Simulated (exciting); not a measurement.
# Ag: single point with PBEsol

The system is Ag.

```
CELL_PARAMETERS angstrom
0.00000 2.04275 2.04275
2.04275 0.00000 2.04275
2.04275 2.04275 0.00000
ATOMIC_POSITIONS crystal
Ag 0.00000 0.00000 0.00000
```

* Program: exciting (release sodium)
* Task: single point
* Functional: PBEsol
* Potentials or basis: all-electron LAPW+lo, shipped species files, valence relativity iora*
* rgkmax: 9
* k mesh: 11 × 11 × 11
* Occupations: fermi-dirac, width 0.05 eV
* Spin: no spin polarisation

The band gap on the k mesh is none (metal or under the smearing width). The all electrons inside the program's atomic spheres are Ag 45.23 (radii Ag 2.3 bohr).

Levels at points of the mesh, in eV from the Fermi level:
```tsv
k point	band 8	band 9	band 10	band 11	band 12	band 13
(0.00, 0.00, 0.00)	-4.97	-3.92	-3.92	15.65	19.23	19.23
```

Run time: 22 s on 1 thread of Intel(R) Xeon(R) Platinum 8259CL CPU @ 2.50GHz (Skylake/Cascade Lake), with other jobs on the host, peak memory 0.1 GiB.

Caveat: the log's total energy holds no entropy term; the free energy is that total less TS from the occupations.
